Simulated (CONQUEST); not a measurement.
# MgO (P-6m2) in CONQUEST: equation of state

Aim: energy against volume of MgO in PBEsol, for its equilibrium volume and stiffness.

All numbers are computed with CONQUEST 1.3; they aren't measurements. Logs are shortened: lines on timing, memory, paths and dates and some standing lists are left out, and cuts for length are marked.

## (1) The structure

The structure is hexagonal, space group P-6m2 (No. 187). The conventional cell has a = 2.938 Å, b = 2.938 Å, c = 2.680 Å, α = 90.00°, β = 90.00°, γ = 120.00°. Around Mg (site symmetry -6m2) lie 6 O at 2.16 Å. O (site symmetry -6m2) is surrounded by 6 Mg at 2.16 Å.

Measurements of this composition are mostly on another form, of space group No. 225.

## (2) Equation of state, PBEsol, 9.42 Å³/atom (volume scaled by 0.94)

Contents of Conquest_input:

```
IO.Title MgO
IO.Coordinates coords.dat
IO.FractionalAtomicCoords T
IO.Iprint 2
IO.Iprint_init 1
General.NumberOfSpecies 2
General.PseudopotentialType hamann
AtomMove.TypeOfRun static
AtomMove.FullStress T
Grid.PointsAlongX 32
Grid.PointsAlongY 32
Grid.PointsAlongZ 60
DM.SolutionMethod diagon
Diag.MPMesh T
Diag.GammaCentred T
Diag.MPMeshX 10
Diag.MPMeshY 9
Diag.MPMeshZ 5
Diag.kT 0.00183747
minE.SCTolerance 1e-6
SC.MaxIters 100
IO.AtomChargeOutput T
%block ChemicalSpeciesLabel
1 24.310 Mg
2 16.000 O
%endblock
```

Contents of coords.dat:

```
    4.9604881875     0.0000000000     0.0000000000
    0.0000000000     5.4387158109     0.0000000000
    0.0000000000     0.0000000000     9.4201321130
4
  0.0000000000   0.0000000000   0.0000000000 1 T T T
  0.0000000000   0.5000000000   0.5000000000 1 T T T
  0.5000000000   0.0000000000   0.3333333330 2 T T T
  0.5000000000   0.5000000000   0.8333333330 2 T T T
```

Potentials or basis: PseudoDojo NC PBEsol, DZP, grid of 32 × 32 × 60 points.

Command:

```bash
$ OMP_NUM_THREADS=1 Conquest
```

The log of the run:

```text
Simulation cell dimensions:     4.9605 a0 x     5.4387 a0 x     9.4201 a0

      Atomic coordinates (a0)
         Atom         X         Y         Z  Species
            1    0.0000    0.0000    0.0000        1
            2    0.0000    2.7194    4.7101        1
            3    2.4802    0.0000    3.1400        2
            4    2.4802    2.7194    7.8501        2

         Monkhorst-Pack mesh:  10 x   9 x   5 gamma-centred
        This calculation includes non-local pseudopotentials,
         with a maximum core radius of      9.03060065

    Job title: MgO
    Job to be run: static calculation

[... 5 lines left out ...]
      Using Fermi-Dirac smearing

    Integration grid size:     32 x   32 x   60

    Integration grid spacing:  0.155 a0 x 0.170 a0 x 0.157 a0

    Number of species:  2
    --------------------------------------------------------
    |   #  mass (au)  Charge (e)  SF Rad (a0)  NSF  Label  |
    --------------------------------------------------------
    |   1     24.310      10.000        9.348    9  Mg     |
    |   2     16.000       6.000        5.099   13  O      |
    --------------------------------------------------------
          SCF tolerance:                 0.00000100
          SCF iterations:               100

    LibXC version:  6. 2. 2
    Using the GGA functional Perdew, Burke & Ernzerhof SOL
    Using the GGA functional Perdew, Burke & Ernzerhof SOL

           radial cut-off to be used is taken to be max PAO cut-off radius for this species:    9.030601

           greatest ang. mom. for making density from PAOs:  1

           radial cut-off to be used is taken to be max PAO cut-off radius for this species:    4.856058

           greatest ang. mom. for making density from PAOs:  2
    Minimum blocs/proc is      960. Maximum blocs/proc is      960
    set_atom_dens: In set_atomic_density, electrons :      32.000000000000
 matrix_size & matrix_size_padH =           44          44

    Screened ion int: energy:    -115.219655485331 Ha

    new_SC_potl: Starting.  Tolerance:  0.10000E-05

    PulayMixSC: Starting Pulay mixing, A_up =  0.500 A_dn =  0.500
    PulayMixSC: Spin non-polarised calculation.
          Harris-Foulkes Energy            :      -151.832891661267183 Ha
          (TS=0 as O(N) or entropic contribution is negligible)
          DFT Total Energy                 :      -151.570276231175910 Ha
          Total number of electrons        :        31.999999999999588
    PulayMixSC: Pulay iteration     1 residual:              0.76635E-02
          Harris-Foulkes Energy            :      -151.739020573799365 Ha
          (TS=0 as O(N) or entropic contribution is negligible)
          DFT Total Energy                 :      -151.705635567751870 Ha
          Total number of electrons        :        32.000000837706736
    PulayMixSC: Pulay iteration     2 residual:              0.42746E-02
          Harris-Foulkes Energy            :      -151.726543067412621 Ha
          (TS=0 as O(N) or entropic contribution is negligible)
          DFT Total Energy                 :      -151.725259821234829 Ha
          Total number of electrons        :        31.999998909865305
    PulayMixSC: Pulay iteration     3 residual:              0.13421E-02
          Harris-Foulkes Energy            :      -151.725491888029040 Ha
          (TS=0 as O(N) or entropic contribution is negligible)
          DFT Total Energy                 :      -151.725472124066357 Ha
          Total number of electrons        :        31.999996835792995
    PulayMixSC: Pulay iteration     4 residual:              0.87590E-04
          Harris-Foulkes Energy            :      -151.725481110684115 Ha
          (TS=0 as O(N) or entropic contribution is negligible)
          DFT Total Energy                 :      -151.725477597262255 Ha
          Total number of electrons        :        31.999996709284442
    PulayMixSC: Pulay iteration     5 residual:              0.30945E-04
          Harris-Foulkes Energy            :      -151.725479495463503 Ha
          (TS=0 as O(N) or entropic contribution is negligible)
          DFT Total Energy                 :      -151.725479494888134 Ha
          Total number of electrons        :        31.999996645967837
    PulayMixSC: Pulay iteration     6 residual:              0.73377E-06
    PulayMixSC: Reached SCF tolerance of  0.73377E-06 after      6 iterations
      | Number of electrons      =        31.999997
      |* band energy as 2Tr[K.H] =       -42.338224084907658 Ha
      |  screened ion-ion energy =      -115.219655485331344 Ha
      |  Ha correction           =        -0.064503490470665 Ha
      |  XC correction           =         5.896927701224898 Ha
      |* Harris-Foulkes energy   =      -151.725479495463503 Ha
      |* DFT total energy        =      -151.725479494888134 Ha
      |  estimated accuracy      =        -0.000000000575369 Ha

    force: Forces on atoms (Ha/a0)
    force:  Atom   X              Y              Z
    force:     1   0.0000000000   0.0000000000  -0.0000231265
    force:     2   0.0000000000  -0.0000000000  -0.0000231265
    force:     3  -0.0000000000   0.0000000000   0.0000456623
    force:     4  -0.0000000000   0.0000000000   0.0000456623

    force: Maximum force :        0.00004566(Ha/a0) on atom         3 in z direction
    force: Force Residual:        0.00003619 Ha/a0
    force: Total stress:        -12.02487935     0.00000000     0.00000000 GPa
                             0.00000000    -8.25488740     0.00000000
                             0.00000000     0.00000000    -7.79071073
    force: Average pressure:      9.35682583 GPa

    force: Finished force
    get_E_and_F: Change in energy during last step of electronic optimisation:  0.16152E-05

    BIBLIOGRAPHY: Please consider citing the following references in the conquest.bib file

    CONQUEST:         Bowler2002pt, Miyazaki2004, Nakata2020
    Basis:            Bowler2019
    DM:               Bowler:2006xr
    Pseudopotentials: Hamann2013, Bowler2019
    XC references from LibXC:
```

Run time: 88 s. Hardware: 1 thread of Intel Xeon Platinum 8488C (Sapphire Rapids), shared host; peak memory 0.74 GiB.

Results:

```yaml
Free_energy: -4128.6606 eV
Pressure: 9.4 GPa
Band_gap_on_the_k_mesh: 3.30 eV
Mulliken_charges: Mg +1.04; O -1.04 e
```

Caveat: Mulliken charges move with the basis; an odd mesh through Γ misses points on the zone boundary, where band edges often lie; the basis of atomic orbitals isn't converged, which shifts pressures, moduli and gaps.

## (3) Equation of state, PBEsol, 9.62 Å³/atom (volume scaled by 0.96)

Conquest_input is that of step 2.

Contents of coords.dat:

```
    4.9954223539     0.0000000000     0.0000000000
    0.0000000000     5.4770178883     0.0000000000
    0.0000000000     0.0000000000     9.4864732573
4
  0.0000000000   0.0000000000   0.0000000000 1 T T T
  0.0000000000   0.5000000000   0.5000000000 1 T T T
  0.5000000000   0.0000000000   0.3333333330 2 T T T
  0.5000000000   0.5000000000   0.8333333330 2 T T T
```

Potentials or basis: PseudoDojo NC PBEsol, DZP, grid of 32 × 32 × 60 points.

Command:

```bash
$ OMP_NUM_THREADS=1 Conquest
```

It took 83 s on 1 thread of Intel Xeon Platinum 8488C (Sapphire Rapids), shared host; peak memory 0.71 GiB.

The run converged. Its results:

| Quantity | Value |
| --- | --- |
| Free energy | -4128.6977 eV |
| Pressure | 5.5 GPa |
| Band gap on the k mesh | 3.13 eV |
| Mulliken charges | Mg +1.03; O -1.03 e |

Caveat: Mulliken charges move with the basis; an odd mesh through Γ misses points on the zone boundary, where band edges often lie; the basis of atomic orbitals isn't converged, which shifts pressures, moduli and gaps.

## (4) Equation of state, PBEsol, 9.82 Å³/atom (volume scaled by 0.98)

Conquest_input is that of step 3.

Contents of coords.dat:

```
    5.0298746313     0.0000000000     0.0000000000
    0.0000000000     5.5147916193     0.0000000000
    0.0000000000     0.0000000000     9.5518992783
4
  0.0000000000   0.0000000000   0.0000000000 1 T T T
  0.0000000000   0.5000000000   0.5000000000 1 T T T
  0.5000000000   0.0000000000   0.3333333330 2 T T T
  0.5000000000   0.5000000000   0.8333333330 2 T T T
```

Command:

```bash
$ OMP_NUM_THREADS=1 Conquest
```

It took 87 s on 1 thread of Intel Xeon Platinum 8488C (Sapphire Rapids), shared host; peak memory 0.71 GiB.

It converged, with:

```yaml
Free_energy: -4128.7148 eV
Pressure: 1.8 GPa
Band_gap_on_the_k_mesh: 2.97 eV
Mulliken_charges: Mg +1.02; O -1.02 e
```

Caveat: Mulliken charges move with the basis; an odd mesh through Γ misses points on the zone boundary, where band edges often lie; the basis of atomic orbitals isn't converged, which shifts pressures, moduli and gaps.

## (5) Equation of state, PBEsol, 10.02 Å³/atom

Conquest_input is that of step 4.

Contents of coords.dat:

```
    5.0638613016     0.0000000000     0.0000000000
    0.0000000000     5.5520548551     0.0000000000
    0.0000000000     0.0000000000     9.6164410960
4
  0.0000000000   0.0000000000   0.0000000000 1 T T T
  0.0000000000   0.5000000000   0.5000000000 1 T T T
  0.5000000000   0.0000000000   0.3333333330 2 T T T
  0.5000000000   0.5000000000   0.8333333330 2 T T T
```

Command:

```bash
$ OMP_NUM_THREADS=1 Conquest
```

Wall time 84 s (1 thread of Intel Xeon Platinum 8488C (Sapphire Rapids), shared host); peak memory 0.7 GiB.

It converged, with:

* Free energy: -4128.7155 eV
* Pressure: -1.4 GPa
* Band gap on the k mesh: 2.81 eV
* Mulliken charges: Mg +1.01; O -1.01 e

Caveat: Mulliken charges move with the basis; an odd mesh through Γ misses points on the zone boundary, where band edges often lie; the basis of atomic orbitals isn't converged, which shifts pressures, moduli and gaps.

## (6) Equation of state, PBEsol, 10.22 Å³/atom (volume scaled by 1.02)

Conquest_input is that of step 5.

Contents of coords.dat:

```
    5.0973977844     0.0000000000     0.0000000000
    0.0000000000     5.5888245018     0.0000000000
    0.0000000000     0.0000000000     9.6801279924
4
  0.0000000000   0.0000000000   0.0000000000 1 T T T
  0.0000000000   0.5000000000   0.5000000000 1 T T T
  0.5000000000   0.0000000000   0.3333333330 2 T T T
  0.5000000000   0.5000000000   0.8333333330 2 T T T
```

Potentials or basis: PseudoDojo NC PBEsol, DZP, grid of 32 × 32 × 60 points.

Command:

```bash
$ OMP_NUM_THREADS=1 Conquest
```

Run time: 83 s. Hardware: 1 thread of Intel Xeon Platinum 8488C (Sapphire Rapids), shared host; peak memory 0.67 GiB.

It converged, with:

* Free energy: -4128.7035 eV
* Pressure: -3.6 GPa
* Band gap on the k mesh: 2.66 eV
* Mulliken charges: Mg +1.01; O -1.01 e

Caveat: Mulliken charges move with the basis; an odd mesh through Γ misses points on the zone boundary, where band edges often lie; the basis of atomic orbitals isn't converged, which shifts pressures, moduli and gaps.

## (7) Equation of state, PBEsol, 10.42 Å³/atom (volume scaled by 1.04)

Conquest_input is that of step 6.

Contents of coords.dat:

```
    5.1304986973     0.0000000000     0.0000000000
    0.0000000000     5.6251165870     0.0000000000
    0.0000000000     0.0000000000     9.7429877277
4
  0.0000000000   0.0000000000   0.0000000000 1 T T T
  0.0000000000   0.5000000000   0.5000000000 1 T T T
  0.5000000000   0.0000000000   0.3333333330 2 T T T
  0.5000000000   0.5000000000   0.8333333330 2 T T T
```

Command:

```bash
$ OMP_NUM_THREADS=1 Conquest
```

Wall time 82 s (1 thread of Intel Xeon Platinum 8488C (Sapphire Rapids), shared host); peak memory 0.67 GiB.

Results (log left out):

| Item | Value |
| --- | --- |
| Free energy | -4128.6798 eV |
| Pressure | -5.9 GPa |
| Largest force | 0.004 eV/Å |
| Band gap on the k mesh | 2.52 eV |
| Mulliken charges | Mg +1.00; O -1.00 e |

Caveat: Mulliken charges move with the basis; an odd mesh through Γ misses points on the zone boundary, where band edges often lie; the basis of atomic orbitals isn't converged, which shifts pressures, moduli and gaps.

## (8) Equation of state, PBEsol, 10.62 Å³/atom (volume scaled by 1.06)

Conquest_input is that of step 7.

Contents of coords.dat:

```
    5.1631779141     0.0000000000     0.0000000000
    0.0000000000     5.6609463210     0.0000000000
    0.0000000000     0.0000000000     9.8050466475
4
  0.0000000000   0.0000000000   0.0000000000 1 T T T
  0.0000000000   0.5000000000   0.5000000000 1 T T T
  0.5000000000   0.0000000000   0.3333333330 2 T T T
  0.5000000000   0.5000000000   0.8333333330 2 T T T
```

Command:

```bash
$ OMP_NUM_THREADS=1 Conquest
```

It took 1.8 min on 1 thread of Intel Xeon Platinum 8488C (Sapphire Rapids), shared host; peak memory 0.67 GiB.

The run converged. Its results:

| Quantity | Value |
| --- | --- |
| Free energy | -4128.6444 eV |
| Pressure | -8.4 GPa |
| Band gap on the k mesh | 2.38 eV |
| Mulliken charges | Mg +0.99; O -0.99 e |

Caveat: Mulliken charges move with the basis; an odd mesh through Γ misses points on the zone boundary, where band edges often lie; the basis of atomic orbitals isn't converged, which shifts pressures, moduli and gaps.

## (9) Equation of state, PBEsol

Potentials or basis: PseudoDojo NC PBEsol, DZP, grid of 32 × 32 × 60 points.

No new run: the results of the series are fitted here.

Results:

```
Equilibrium volume                        : 9.93 Å³/atom
Bulk modulus at fixed shape and positions : 147 GPa
Pressure derivative of the bulk modulus   : 6.8 (rough: it moves with the points fitted)
```

Energy against volume, from the lowest point:
```csv
volume (Å³/atom),energy (meV/atom)
9.415,13.71
9.615,4.44
9.816,0.16
10.016,0.00
10.216,3.00
10.417,8.92
10.617,17.76
```

Caveat: the DZP basis gives volumes some 2 % larger than converged bases do, and moduli off by several per cent; the cell was scaled at fixed shape and fractional positions, which overstates the stiffness of a crystal with free parameters, most of all of layers and chains; the basis of atomic orbitals isn't converged, which shifts pressures, moduli and gaps.
